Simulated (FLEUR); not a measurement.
# TePb (Fm-3m) in FLEUR: a series of runs, part 2 of 2

FLEUR MaX-R8.1 (later development tree).

## 5. Equation of state, PBE, 33.73 Å³/atom

Changes to inp.xml since step 4:

```diff
@@ -24,3 +24,3 @@
       <xi:include xmlns:xi="http://www.w3.org/2001/XInclude" href="sym.xml"> </xi:include>
-      <bulkLattice scale="0.9864848297">
+      <bulkLattice scale="1.0000000000">
          <bravaisMatrix>
```

Command:

```console
> inpgen -f crystal.txt -profile veryFastHighL
> # inp.xml edited to the form shown
> fleur_MPI
```

It took 30 s on 1 thread of Arm Neoverse V1, shared host; peak memory 0.1 GiB.

The run converged. Its results:

```
Free energy                                           : -754439.6265 eV
Valence electrons inside the program's atomic spheres : Pb 17.93; Te 20.15 (radii Pb 2.66, Te 2.66 bohr)
```

Caveat: this odd mesh misses L, where the gap lies, so gap, dielectric constants and Born charges aren't listed.

## 6. Equation of state, PBE, 35.08 Å³/atom (volume scaled by 1.04)

Changes to inp.xml since step 5:

```diff
@@ -24,3 +24,3 @@
       <xi:include xmlns:xi="http://www.w3.org/2001/XInclude" href="sym.xml"> </xi:include>
-      <bulkLattice scale="1.0000000000">
+      <bulkLattice scale="1.0131594038">
          <bravaisMatrix>
```

Potentials or basis: all-electron, FLAPW.

Command:

```console
> inpgen -f crystal.txt -profile veryFastHighL
> # inp.xml edited to the form shown
> fleur_MPI
```

It took 31 s on 1 thread of Arm Neoverse V1, shared host; peak memory 0.1 GiB.

It converged, with:

```
Free energy                                           : -754439.6461 eV
Valence electrons inside the program's atomic spheres : Pb 17.90; Te 20.13 (radii Pb 2.66, Te 2.66 bohr)
```

Caveat: this odd mesh misses L, where the gap lies, so gap, dielectric constants and Born charges aren't listed.

## 7. Equation of state, PBE, 35.75 Å³/atom (volume scaled by 1.06)

Changes to inp.xml since step 6:

```diff
@@ -24,3 +24,3 @@
       <xi:include xmlns:xi="http://www.w3.org/2001/XInclude" href="sym.xml"> </xi:include>
-      <bulkLattice scale="1.0131594038">
+      <bulkLattice scale="1.0196128224">
          <bravaisMatrix>
```

Command:

```console
> inpgen -f crystal.txt -profile veryFastHighL
> # inp.xml edited to the form shown
> fleur_MPI
```

Run time: 32 s. Hardware: 1 thread of Arm Neoverse V1, shared host; peak memory 0.1 GiB.

It converged, with:

```yaml
Free_energy: -754439.6468 eV
Valence_electrons_inside_the_program's_atomic_spheres: Pb 17.89; Te 20.12 (radii Pb 2.66, Te 2.66 bohr)
```

Caveat: this odd mesh misses L, where the gap lies, so gap, dielectric constants and Born charges aren't listed.

## 8. Equation of state, PBE

No new run: the results of the series are fitted here.

Results:

```yaml
Equilibrium_volume: 35.45 Å³/atom
Bulk_modulus: 36 GPa
Pressure_derivative_of_the_bulk_modulus: "6.1 (rough: it moves with the points fitted)"
```

Energy against volume, from the lowest point:
```
volume (Å³/atom)  energy (meV/atom)
          31.706              57.67
          32.380              36.97
          33.730              10.19
          35.079               0.39
          35.753               0.00
```

Caveat: this odd mesh misses L, where the gap lies, so gap, dielectric constants and Born charges aren't listed.

## 9. Against experiment

Step 2. A measured gap of TePb is 0.19 eV (direct; 4.2 K; a printed reference work, monograph); the calculated 0.73 eV misses it by +0.54 eV. Spin-orbit coupling on Pb, Te is left out. The value is that of PBE, without temperature or zero-point motion.
